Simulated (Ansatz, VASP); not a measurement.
**One calculation of TiH, two programs**

```
Ti H
1.0
     0.00000    2.03254    2.03254
     2.03254    0.00000    2.03254
     2.03254    2.03254    0.00000
Ti H
1 1
Direct
  0.00000 0.00000 0.00000
  0.50000 0.50000 0.50000
```

Alike in both runs: functional BLYP; dispersion D3(BJ); k mesh 11 × 11 × 11; occupations fermi-dirac, width 0.05 eV; no spin polarisation.

Ansatz relaxed the structure, and its values are those at the end. VASP's run is a single point on that final structure, the one shown.

```csv
,VASP,Ansatz
version,VASP 6.6.1,Ansatz 0.2.0
potentials or method,"VASP PAW PBE potentials, release 64 (Ti_sv, H)","plane waves, PAW"
plane-wave cutoff (eV),520,517
valence electrons in the cell,13,13
```

```tsv
	VASP	Ansatz	Ansatz less VASP
pressure (GPa)	0.1	0.0	-0.06
dispersion energy (meV/atom)	-944.9	-945.0	-0.11
```

Caveats: the PAW data sets were made with another functional, which shifts forces and pressure a little (VASP); pairwise dispersion overbinds metals, which lowers pressure and volume.
